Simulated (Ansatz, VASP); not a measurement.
**WC (Qusongite): VASP beside Ansatz**

```
W C
1.0
     2.90650    0.00000    0.00000
    -1.45325    2.51710    0.00000
     0.00000    0.00000    2.83660
W C
1 1
Cartesian
  0.0000 0.0000 0.0000
  1.4533 0.8390 1.4183
```

Alike in both runs: task single point; functional PBE; k mesh 6 × 6 × 5; occupations fermi-dirac, width 0.03 eV; no spin polarisation.

|  | VASP | Ansatz |
| --- | --- | --- |
| version | VASP 6.6.1 | Ansatz 0.2.0 |
| potentials or method | VASP PAW PBE potentials, release 64 (W_sv, C), cutoff 520 eV | all-electron LAPW, scalar-relativistic |

Ansatz gave:

| Item | Value |
| --- | --- |
| gap on the k mesh at the Fermi level (eV) | none |
| pressure (GPa) | 6.0 |
| largest component of the traceless stress (GPa) | 2.13 |

**Question.** Estimate VASP's values.

**Answer.** gap on the k mesh at the Fermi level (eV): none; pressure (GPa): 6.9; largest component of the traceless stress (GPa): 1.90.

A gap of «none» marks a metal or a gap that the smearing closes. Ansatz ran all-electron here, so the differences hold the error of VASP's frozen core and of both bases.

Caveats: the k mesh is coarse (spacing up to 0.44 Å⁻¹), so the values aren't converged; the k mesh is thin for a metal, which can move the energy by tens of meV per atom (Ansatz). Spin-orbit coupling is left out, which matters for the levels of W.
